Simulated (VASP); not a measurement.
# Al (Fm-3m) in VASP: further runs, part 2 of 2

VASP 6.6.1. Earlier steps stand in the parts before.

### 6 Single point, PBE (a relaxed cell with its volume scaled by 1.03)

Contents of INCAR:

```
  PREC = Accurate
  ENCUT = 520
  EDIFF = 1E-7
  ISMEAR = 1
  SIGMA = 0.2
  LREAL = F
  LASPH = T
  NELM = 100
  ALGO = Normal
  ISIF = 2
  LWAVE = F
  LCHARG = F
  GGA = PE
```

Contents of KPOINTS:

```
regular mesh
0
Gamma
  18 18 18
```

Contents of POSCAR:

```
Al                                      
1.0
    0.0000000000      2.0399969879      2.0399969879
    2.0399969879      0.0000000000      2.0399969879
    2.0399969879      2.0399969879      0.0000000000
  Al            
     1
Direct
     0.0000000000000000    0.0000000000000000    0.0000000000000000
```

Potentials or basis: VASP PAW PBE potentials, release 64 (Al).

On the command line:

```bash
cat potpaw_PBE.64/Al/POTCAR > POTCAR
mpirun -np 1 vasp_std > vasp.out
```

OUTCAR:

```text
PREC = Accurate
   ENCUT = 520
   EDIFF = 1E-7
   ISMEAR = 1
   LREAL = F
   LASPH = T
   NELM = 100
   ISIF = 2
   GGA = PE

 ion  position               nearest neighbor table
   1  0.000  0.000  0.000-

  LATTYP: Found a face centered cubic cell.
 ALAT       =     4.0799939758

  Lattice vectors:

 A1 = (   0.0000000000,   2.0399969879,   2.0399969879)
 A2 = (   2.0399969879,   0.0000000000,   2.0399969879)
 A3 = (   2.0399969879,   2.0399969879,   0.0000000000)

Analysis of symmetry for initial positions (statically):
=====================================================================
 Subroutine PRICEL returns:
 Original cell was already a primitive cell.

 Routine SETGRP: Setting up the symmetry group for a
 face centered cubic supercell.

 Subroutine GETGRP returns: Found 48 space group operations
 (whereof 48 operations were pure point group operations)
 out of a pool of 48 trial point group operations.

The static configuration has the point symmetry O_h .

Analysis of symmetry for dynamics (positions and initial velocities):
=====================================================================
 Subroutine PRICEL returns:
 Original cell was already a primitive cell.

 Routine SETGRP: Setting up the symmetry group for a
 face centered cubic supercell.

 Subroutine GETGRP returns: Found 48 space group operations
 (whereof 48 operations were pure point group operations)
 out of a pool of 48 trial point group operations.

The dynamic configuration has the point symmetry O_h .

 Subroutine INISYM returns: Found 48 space group operations
 (whereof 48 operations are pure point group operations),
 and found     1 'primitive' translations

----------------------------------------------------------------------------------------

                                     Primitive cell

  volume of cell :      16.9793

  direct lattice vectors                    reciprocal lattice vectors
     0.000000000  2.039996988  2.039996988    -0.245098401  0.245098401  0.245098401
     2.039996988  0.000000000  2.039996988     0.245098401 -0.245098401  0.245098401
     2.039996988  2.039996988  0.000000000     0.245098401  0.245098401 -0.245098401

  length of vectors
     2.884991407  2.884991407  2.884991407     0.424522884  0.424522884  0.424522884

  position of ions in fractional coordinates (direct lattice)
     0.000000000  0.000000000  0.000000000

  ion indices of the primitive-cell ions
   primitive index   ion index
                 1           1

----------------------------------------------------------------------------------------

 KPOINTS: regular mesh

Automatic generation of k-mesh.
 Grid dimensions read from file:
 generate k-points for:   18   18   18

 Generating k-lattice:

  Cartesian coordinates                     Fractional coordinates (reciprocal lattice)
    -0.013616578  0.013616578  0.013616578     0.055555556  0.000000000  0.000000000
     0.013616578 -0.013616578  0.013616578     0.000000000  0.055555556  0.000000000
     0.013616578  0.013616578 -0.013616578     0.000000000  0.000000000  0.055555556

  Length of vectors
     0.023584605  0.023584605  0.023584605

  Shift w.r.t. Gamma in fractional coordinates (k-lattice)
     0.000000000  0.000000000  0.000000000

 Subroutine IBZKPT returns following result:
 ===========================================

 Found    195 irreducible k-points:

 Following reciprocal coordinates:
            Coordinates               Weight
  0.000000  0.000000  0.000000      1.000000
  0.055556  0.000000  0.000000      8.000000
  0.111111  0.000000  0.000000      8.000000
  0.166667  0.000000  0.000000      8.000000
  0.222222  0.000000  0.000000      8.000000
  0.277778  0.000000  0.000000      8.000000
[... 16 lines left out ...]
 -0.277778  0.055556  0.000000     24.000000
 -0.222222  0.055556  0.000000     24.000000
 [... further k-points ...]
   k-points           NKPTS =    195   k-points in BZ     NKDIM =    195   number of bands    NBANDS=      5
   number of dos      NEDOS =    301   number of ions     NIONS =      1
   total plane-waves  NPLWV =  13824
   dimension x,y,z NGX =    24 NGY =   24 NGZ =   24
   dimension x,y,z NGXF=    48 NGYF=   48 NGZF=   48
   ions per type =               1
   NGX,Y,Z   is equivalent  to a cutoff of  13.83, 13.83, 13.83 a.u.
   NGXF,Y,Z  is equivalent  to a cutoff of  27.66, 27.66, 27.66 a.u.
 SYSTEM =  unknown system
   PREC   = accura    normal or accurate (medium, high low for compatibility)
   ISTART =      0    job   : 0-new  1-cont  2-samecut
   ICHARG =      2    charge: 1-file 2-atom 10-const
   ISPIN  =      1    spin polarized calculation?
   LNONCOLLINEAR =      F non collinear calculations
   LSORBIT =      F    spin-orbit coupling
   LASPH  =      T    aspherical Exc in radial PAW
   ENCUT  =  520.0 eV  38.22 Ry    6.18 a.u.   5.36  5.36  5.36*2*pi/ulx,y,z
   NELM   =    100;   NELMIN=  2; NELMDL= -5     # of ELM steps
   EDIFF  = 0.1E-06   stopping-criterion for ELM
   LREAL  =      F    real-space projection
   EDIFFG = 0.1E-05   stopping-criterion for IOM
   NSW    =      0    number of steps for IOM
   IBRION =     -1    ionic relax: 0-MD 1-quasi-New 2-CG
   NFREE  =      0    steps in history (QN), initial steepest desc. (CG)
   ISIF   =      2    stress and relaxation
   ISYM   =      2    0-nonsym 1-usesym 2-fastsym
   POTIM  = 0.5000    time-step for ionic-motion
   TEBEG  =    0.0;   TEEND  =   0.0 temperature during run
   PSTRESS=    0.0 pullay stress
   NELECT =       3.0000    total number of electrons
   NUPDOWN=      -1.0000    fix difference up-down
   EMIN   =  10.00;   EMAX   =-10.00  energy-range for DOS
   EFERMI =   0.00;   METHOD = LEGACY
   ISMEAR =     1;   SIGMA  =   0.20  broadening in eV -4-tet -1-fermi 0-gaus
   EFERMI_NEDOS =   21; number of points for ismear=-14 and -15
   IALGO  =     38    algorithm
   IMIX   =      4    mixing-type and parameters
     AMIX     =   0.40;   BMIX     =  1.00
     AMIX_MAG =   1.60;   BMIX_MAG =  1.00
  volume/ion in A,a.u.               =      16.98       114.58
  Fermi-wavevector in a.u.,A,eV,Ry     =   0.918634  1.735966 11.481793  0.843888
  Thomas-Fermi vector in A             =   2.043737
   LORBIT       =      0    0 simple, 1 ext, 2 COOP (PROOUT), +10 PAW based schemes
   GGA     = PE    functional components
   LHFCALC =     F    Hartree Fock is set to
   AEXX    =    0.0000 exact exchange contribution
   IVDW    =     0    specifies the selected vdW correction
   LEPSILON=     F    determine dielectric tensor
   LRPA    =     F    only Hartree local field effects (RPA)
 non-spin polarized calculation
 Methfessel and Paxton  Order N= 1 SIGMA  =   0.20
  energy-cutoff  :      520.00
  volume of cell :       16.98
 maximum number of plane-waves:       471
 NGX is ok and might be reduce to    24
   NGX = 11   NGY = 11   NGZ = 11

 number of electron       3.0000000 magnetization

 Free energy of the ion-electron system (eV)
  ---------------------------------------------------
  ext. energy  EPLUGINS =         0.00000000
  ---------------------------------------------------
  free energy    TOTEN  =        -3.74031024 eV

  energy without entropy =       -3.73991498  energy(sigma->0) =       -3.74017849

 E-fermi :   7.6908     XC(G=0): -10.0934

 val. band max:        7.6653435104   @ k =   0.5000   0.4444   0.0556
 cond. band min:       7.6957639917   @ k =  -0.3889   0.3889   0.1667
 fundamental gap:      0.0304204813
 Fermi energy:         7.6908181657

 k-point     1 :       0.0000    0.0000    0.0000
  band No.  band energies     occupation
      1      -3.2333      2.00000
      2      20.1664      0.00000
      3      20.1664      0.00000
      4      20.1664      0.00000
      5      21.4444      0.00000

 k-point     2 :       0.0556    0.0000    0.0000
  band No.  band energies     occupation
      1      -3.1510      2.00000
      2      18.6303      0.00000
      3      19.8252      0.00000
      4      19.8252      0.00000
      5      21.9122      0.00000

 k-point     3 :       0.1111    0.0000    0.0000
  band No.  band energies     occupation
      1      -2.9043      2.00000
      2      16.4380      0.00000
      3      19.2975      0.00000
      4      19.2975      0.00000
      5      22.1578      0.00000
[... 153 lines left out ...]
 k-point    23 :      -0.2778    0.0556    0.0000
  band No.  band energies     occupation
      1      -0.8373      2.00000
      2       9.5060     -0.00000
      3      16.6507      0.00000
      4      19.4518      0.00000
      5      20.3838      0.00000

 k-point    24 :      -0.2222    0.0556    0.0000
  band No.  band energies     occupation
      1      -1.6226      2.00000
      2      11.4817     -0.00000
      3      16.8106      0.00000
      4      19.6086      0.00000
      5      21.3376      0.00000

 [... further k-points ...]
[... 5 lines left out ...]
  --------------------------------------------------------------------------------------
  -------------------------------------------------------------------------------------
  Total       -0.2271476     -0.2271476     -0.2271476      0.0000000      0.0000000      0.0000000
  in kB      -21.4338500    -21.4338500    -21.4338500      0.0000000      0.0000000      0.0000000
  external PRESSURE =     -21.4338500 kB  Pullay stress =       0.0000000 kB

 VOLUME and BASIS-vectors are now :
 -----------------------------------------------------------------------------
  energy-cutoff  :      520.00
  volume of cell :       16.98
      direct lattice vectors                 reciprocal lattice vectors
     0.000000000  2.039996988  2.039996988    -0.245098401  0.245098401  0.245098401
     2.039996988  0.000000000  2.039996988     0.245098401 -0.245098401  0.245098401
     2.039996988  2.039996988  0.000000000     0.245098401  0.245098401 -0.245098401

 POSITION                                       TOTAL-FORCE (eV/Angst)
 -----------------------------------------------------------------------------------
      0.00000      0.00000      0.00000         0.000000      0.000000      0.000000
 -----------------------------------------------------------------------------------
    total drift:                                0.000000     -0.000000     -0.000000

  FREE ENERGIE OF THE ION-ELECTRON SYSTEM (eV)
  ---------------------------------------------------
  free  energy   TOTEN  =        -3.7403102404 eV

  energy  without entropy=       -3.7399149773  energy(sigma->0) =       -3.74017849
```

stdout:

```text
POSCAR found type information on POSCAR Al
 POSCAR found :  1 types and       1 ions
 scaLAPACK will be used
 LDA part: xc-table for (Slater+PW92), standard interpolation
 POSCAR, INCAR and KPOINTS ok, starting setup
 FFT: planning ... GRIDC
 FFT: planning ... GRID_SOFT
 FFT: planning ... GRID
 WAVECAR not read
 entering main loop
```

It took 8.2 s on 1 thread of Intel Xeon Platinum 8488C (Sapphire Rapids), shared host; peak memory 0.13 GiB.

Results:

```
Free energy            : -3.7403 eV
Pressure               : -2.1 GPa
Band gap on the k mesh : none (metal or under the smearing width)
```

Levels at points of the mesh, in eV from the Fermi level:
```tsv
k point	band 1	band 2	band 3	band 4	band 5
(0.00, 0.00, 0.00)	-10.92	12.48	12.48	12.48	13.75
(0.50, 0.00, 0.00)	-4.47	-4.33	11.12	11.12	11.34
(0.50, 0.50, 0.00)	-2.84	-1.58	5.26	5.48	5.48
```

### 7 The runs side by side

```tsv
task	cell	gap on the mesh (eV)	pressure (GPa)
relaxation of cell and atoms	relaxed	none	0.0
single point	as given	none	0.0
single point	a relaxed cell with its volume scaled by 0.97	none	2.5
single point	a relaxed cell with its volume scaled by 1.03	none	-2.1
```

Alike in all rows: level PBE; potentials or basis VASP PAW PBE potentials, release 64 (Al); no spin polarisation; k mesh 18 × 18 × 18; cutoff (eV) 520; smearing methfessel-paxton 0.2 eV.

Caveats: the relaxation stopped at its first step, so nothing moved (some runs).

Total energies depend on the potentials used, so only differences within one code and one set of settings carry meaning.
